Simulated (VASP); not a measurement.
# ClCs in VASP: further runs

One molecule, ClCs, is run at these levels: PBE; tasks: single point, relaxation of the atoms.

Program: VASP 6.6.1. These are calculated values, not measurements. Logs are shortened: lines on timing, memory, paths and dates and some standing lists are left out, and cuts for length are marked.

**1. The undisturbed crystal**

The cell holds a molecule in a box, 2 atoms: a = 9.000 Å, b = 9.000 Å, c = 12.000 Å, α = 90.00°, β = 90.00°, γ = 90.00°.

**2. Single point, PBE (atoms moved at random, drawn with an rms of 0.05 Å)**

INCAR reads:

```
SYSTEM = CsCl
  PREC = Accurate
  ENCUT = 520
  EDIFF = 1E-7
  ISMEAR = 0
  SIGMA = 0.01
  LREAL = .False.
  LASPH = .True.
  NELM = 80
  ALGO = Normal
  ISIF = 2
  LWAVE = .False.
  LCHARG = .False.
  GGA = PE
  NBANDS = 15
```

KPOINTS reads:

```
Automatic mesh
0
Gamma
  1 1 1
  0 0 0
```

POSCAR reads:

```
CsCl
1.0
    9.0000000000      0.0000000000      0.0000000000
    0.0000000000      9.0000000000      0.0000000000
    0.0000000000      0.0000000000     12.0000000000
Cl Cs
1 1
Direct
    0.5018400000      0.5050020000      0.3795970000
    0.5005020000      0.5022010000      0.6262740000
```

Potentials or basis: VASP PAW PBE potentials, release 64 (Cl, Cs_sv).

The run is started by

```sh
$ cat potpaw_PBE.64/Cl/POTCAR potpaw_PBE.64/Cs_sv/POTCAR > POTCAR
$ mpirun -np 1 vasp_gam > vasp.out
```

OUTCAR:

```text
SYSTEM = CsCl
   PREC = Accurate
   ENCUT = 520
   EDIFF = 1E-7
   ISMEAR = 0
   LREAL = .False.
   LASPH = .True.
   NELM = 80
   ISIF = 2
   GGA = PE

 ion  position               nearest neighbor table
   1  0.502  0.505  0.380-
   2  0.501  0.502  0.626-

  LATTYP: Found a simple tetragonal cell.
 ALAT       =     9.0000000000
 C/A-ratio  =     1.3333333333

  Lattice vectors:

 A1 = (   9.0000000000,   0.0000000000,   0.0000000000)
 A2 = (   0.0000000000,   9.0000000000,   0.0000000000)
 A3 = (   0.0000000000,   0.0000000000,  12.0000000000)

Analysis of symmetry for initial positions (statically):
=====================================================================
 Subroutine PRICEL returns:
 Original cell was already a primitive cell.

 Routine SETGRP: Setting up the symmetry group for a
 simple tetragonal supercell.

 Subroutine GETGRP returns: Found  1 space group operations
 (whereof  1 operations were pure point group operations)
 out of a pool of 16 trial point group operations.

The static configuration has the point symmetry C_1 .

Analysis of symmetry for dynamics (positions and initial velocities):
=====================================================================
 Subroutine PRICEL returns:
 Original cell was already a primitive cell.

 Routine SETGRP: Setting up the symmetry group for a
 simple tetragonal supercell.

 Subroutine GETGRP returns: Found  1 space group operations
 (whereof  1 operations were pure point group operations)
 out of a pool of 16 trial point group operations.

The dynamic configuration has the point symmetry C_1 .

 Subroutine INISYM returns: Found  1 space group operations
 (whereof  1 operations are pure point group operations),
 and found     1 'primitive' translations

----------------------------------------------------------------------------------------

                                     Primitive cell

  volume of cell :     972.0000

  direct lattice vectors                    reciprocal lattice vectors
     9.000000000  0.000000000  0.000000000     0.111111111  0.000000000  0.000000000
     0.000000000  9.000000000  0.000000000     0.000000000  0.111111111  0.000000000
     0.000000000  0.000000000 12.000000000     0.000000000  0.000000000  0.083333333

  length of vectors
     9.000000000  9.000000000 12.000000000     0.111111111  0.111111111  0.083333333

  position of ions in fractional coordinates (direct lattice)
     0.501840000  0.505002000  0.379597000
     0.500502000  0.502201000  0.626274000

[... 55 lines left out ...]
   NSW    =      0    number of steps for IOM
   IBRION =     -1    ionic relax: 0-MD 1-quasi-New 2-CG
   NFREE  =      0    steps in history (QN), initial steepest desc. (CG)
   ISIF   =      2    stress and relaxation
   ISYM   =      2    0-nonsym 1-usesym 2-fastsym
   POTIM  = 0.5000    time-step for ionic-motion
   TEBEG  =    0.0;   TEEND  =   0.0 temperature during run
   PSTRESS=    0.0 pullay stress
   NELECT =      16.0000    total number of electrons
   NUPDOWN=      -1.0000    fix difference up-down
   EMIN   =  10.00;   EMAX   =-10.00  energy-range for DOS
   EFERMI =   0.00;   METHOD = LEGACY
   ISMEAR =     0;   SIGMA  =   0.01  broadening in eV -4-tet -1-fermi 0-gaus
   EFERMI_NEDOS =   21; number of points for ismear=-14 and -15
   IALGO  =     38    algorithm
   IMIX   =      4    mixing-type and parameters
     AMIX     =   0.40;   BMIX     =  1.00
     AMIX_MAG =   1.60;   BMIX_MAG =  1.00
  volume/ion in A,a.u.               =     486.00      3279.69
  Fermi-wavevector in a.u.,A,eV,Ry     =   0.416447  0.786970  2.359629  0.173428
  Thomas-Fermi vector in A             =   1.376048
   LORBIT       =      0    0 simple, 1 ext, 2 COOP (PROOUT), +10 PAW based schemes
   GGA     = PE    functional components
   LHFCALC =     F    Hartree Fock is set to
   AEXX    =    0.0000 exact exchange contribution
   IVDW    =     0    specifies the selected vdW correction
   LEPSILON=     F    determine dielectric tensor
   LRPA    =     F    only Hartree local field effects (RPA)
 non-spin polarized calculation
 Gauss-broadening in eV      SIGMA  =   0.01
  energy-cutoff  :      520.00
  volume of cell :      972.00
 maximum number of plane-waves:     13093
 NGX is ok and might be reduce to    70
   NGX = 33   NGY = 33   NGZ = 45

 number of electron      16.0000000 magnetization

 Free energy of the ion-electron system (eV)
  ---------------------------------------------------
  ext. energy  EPLUGINS =         0.00000000
  ---------------------------------------------------
  free energy    TOTEN  =        -4.96963752 eV

  energy without entropy =       -4.96963752  energy(sigma->0) =       -4.96963752

 E-fermi :  -4.3049     XC(G=0):  -1.3049

 val. band max:       -4.3899883870   @ k =   0.0000   0.0000   0.0000
 cond. band min:      -1.3146918086   @ k =   0.0000   0.0000   0.0000
 fundamental gap:      3.0752965784
 Fermi energy:        -4.3049182381

 k-point     1 :       0.0000    0.0000    0.0000
  band No.  band energies     occupation
      1     -26.0888      2.00000
      2     -16.1683      2.00000
      3     -12.9770      2.00000
      4     -12.9770      2.00000
      5     -12.6616      2.00000
      6      -4.5066      2.00000
      7      -4.3900      2.00000
      8      -4.3900      2.00000
      9      -1.3147      0.00000
     10       0.1840      0.00000
     11       0.2136      0.00000
     12       0.4577      0.00000
     13       0.4578      0.00000
     14       0.5243      0.00000
     15       0.8409      0.00000

------------------------ aborting loop because EDIFF is reached ----------------------------------------

  FORCE on cell =-STRESS in cart. coord.  units (eV):
  Direction    XX          YY          ZZ          XY          YZ          ZX
  --------------------------------------------------------------------------------------
  -------------------------------------------------------------------------------------
  Total        0.1759412      0.1762306     -0.9514812     -0.0000474      0.0013764      0.0006792
  in kB        0.2900092      0.2904862     -1.5683555     -0.0000782      0.0022687      0.0011195
  external PRESSURE =      -0.3292867 kB  Pullay stress =       0.0000000 kB

 VOLUME and BASIS-vectors are now :
 -----------------------------------------------------------------------------
  energy-cutoff  :      520.00
  volume of cell :      972.00
      direct lattice vectors                 reciprocal lattice vectors
     9.000000000  0.000000000  0.000000000     0.111111111  0.000000000  0.000000000
     0.000000000  9.000000000  0.000000000     0.000000000  0.111111111  0.000000000
     0.000000000  0.000000000 12.000000000     0.000000000  0.000000000  0.083333333

 POSITION                                       TOTAL-FORCE (eV/Angst)
 -----------------------------------------------------------------------------------
      4.51656      4.54502      4.55516        -0.000320     -0.000385      0.166344
      4.50452      4.51981      7.51529         0.000320      0.000385     -0.166344
 -----------------------------------------------------------------------------------
    total drift:                               -0.000185     -0.000080      0.000219

  FREE ENERGIE OF THE ION-ELECTRON SYSTEM (eV)
  ---------------------------------------------------
  free  energy   TOTEN  =        -4.9696375245 eV

  energy  without entropy=       -4.9696375245  energy(sigma->0) =       -4.96963752
```

OSZICAR:

```text
N       E                     dE             d eps       ncg     rms          rms(c)
DAV:   1     0.171619337905E+03    0.17162E+03   -0.38163E+03    30   0.647E+02
DAV:   2     0.550277944863E+02   -0.11659E+03   -0.93385E+02    44   0.107E+02
DAV:   3    -0.429407651964E+01   -0.59322E+02   -0.58916E+02    38   0.831E+01
[... 17 lines left out ...]
DAV:  21    -0.496963396360E+01   -0.37162E-05   -0.47599E-07    30   0.267E-03    0.316E-04
DAV:  22    -0.496963653051E+01   -0.25669E-05   -0.33540E-07    30   0.183E-03    0.549E-04
DAV:  23    -0.496963709055E+01   -0.56004E-06   -0.64976E-08    29   0.106E-03    0.305E-04
DAV:  24    -0.496963745186E+01   -0.36132E-06   -0.61870E-08    22   0.852E-04    0.110E-04
DAV:  25    -0.496963752452E+01   -0.72655E-07   -0.16125E-08    29   0.514E-04
   1 F= -.49696375E+01 E0= -.49696375E+01  d E =-.418736E-33
```

stdout:

```text
POSCAR found type information on POSCAR ClCs
 POSCAR found :  2 types and       2 ions
 scaLAPACK will be used
 LDA part: xc-table for (Slater+PW92), standard interpolation
 POSCAR, INCAR and KPOINTS ok, starting setup
 FFT: planning ... GRIDC
 FFT: planning ... GRID_SOFT
 FFT: planning ... GRID
 WAVECAR not read
 entering main loop
```

Wall time 94 s (1 thread of Intel Xeon Platinum 8488C (Sapphire Rapids), shared host); peak memory 0.79 GiB.

Results:

| Property | Result |
| --- | --- |
| Free energy | -4.9696 eV |
| Largest force | 0.166 eV/Å |
| Gap between the frontier levels | 3.08 eV |

Forces on the atoms (eV/Å):
```
Cl   0.000  0.000  0.166
Cs   0.000  0.000 -0.166
```

Levels at points of the mesh, in eV from the valence-band top:
```tsv
k point	band 6	band 7	band 8	band 9	band 10	band 11
(0.00, 0.00, 0.00)	-0.12	0.00	0.00	3.08	4.57	4.60
```

Caveat: spin-orbit coupling is left out, which moves the levels of the heavy elements.

**3. Relaxation of the atoms, PBE (atoms moved at random, drawn with an rms of 0.02 Å)**

INCAR reads:

```
SYSTEM = CsCl
  ALGO = Fast
  EDIFF = 1E-7
  EDIFFG = -0.005
  ENCUT = 520
  GGA = PE
  IBRION = 2
  ISIF = 2
  ISMEAR = 0
  LASPH = .TRUE.
  LCHARG = .FALSE.
  LREAL = .FALSE.
  LWAVE = .FALSE.
  NELM = 100
  NSW = 60
  PREC = Accurate
  SIGMA = 0.01
```

KPOINTS reads:

```
k-points
0
G
  1 1 1
  0 0 0
```

POSCAR reads:

```
CsCl
1.0
    9.0000000000      0.0000000000      0.0000000000
    0.0000000000      9.0000000000      0.0000000000
    0.0000000000      0.0000000000     12.0000000000
Cl Cs
1 1
Direct
    0.4977810000      0.5033160000      0.3811840000
    0.5006720000      0.5017740000      0.6235310000
```

Potentials or basis: VASP PAW PBE potentials, release 64 (Cl, Cs_sv).

The run is started by

```sh
$ cat potpaw_PBE.64/Cl/POTCAR potpaw_PBE.64/Cs_sv/POTCAR > POTCAR
$ mpirun -np 1 vasp_gam > vasp.out
```

Wall time 3.2 min (1 thread of Intel Xeon Platinum 8488C (Sapphire Rapids), shared host); peak memory 0.88 GiB.

Results (log left out):

- Free energy: -4.9732 eV
- Energy gained by relaxing: 0.1 meV/atom
- Ionic steps: 3
- Largest force after relaxing: 0.005 eV/Å
- Gap between the frontier levels: 3.16 eV

Forces in eV/Å, atoms in the order of the input:
```
Cl  -0.001  0.001  0.004
Cs   0.001 -0.001 -0.004
```

The path:
```
step  energy change (eV)  largest force (eV/Å)  pressure (GPa)
   1              0.0000                0.0439            0.00
   2             -0.0001                0.0255            0.00
   3             -0.0002                0.0046           -0.01
```

Final structure:
```cif
data_structure
_symmetry_space_group_name_H-M 'P 1'
_symmetry_Int_Tables_number 1
_cell_length_a 9.0000
_cell_length_b 9.0000
_cell_length_c 12.0000
_cell_angle_alpha 90.000
_cell_angle_beta 90.000
_cell_angle_gamma 90.000
_cell_volume 972.00
loop_
_atom_site_label
_atom_site_type_symbol
_atom_site_fract_x
_atom_site_fract_y
_atom_site_fract_z
_atom_site_occupancy
Cl1 Cl 0.49776 0.50333 0.38072 1
Cs1 Cs 0.50069 0.50176 0.62399 1
```

Levels at points of the mesh, in eV from the valence-band top:
| k point | band 4 | band 5 | band 6 | band 7 | band 8 | band 9 | band 10 | band 11 | band 12 |
| --- | --- | --- | --- | --- | --- | --- | --- | --- | --- |
| (0.00, 0.00, 0.00) | -8.46 | -8.15 | -0.09 | 0.00 | 0.00 | 3.16 | 4.67 | 4.68 | 4.95 |

Caveat: spin-orbit coupling is left out, which moves the levels of the heavy elements.
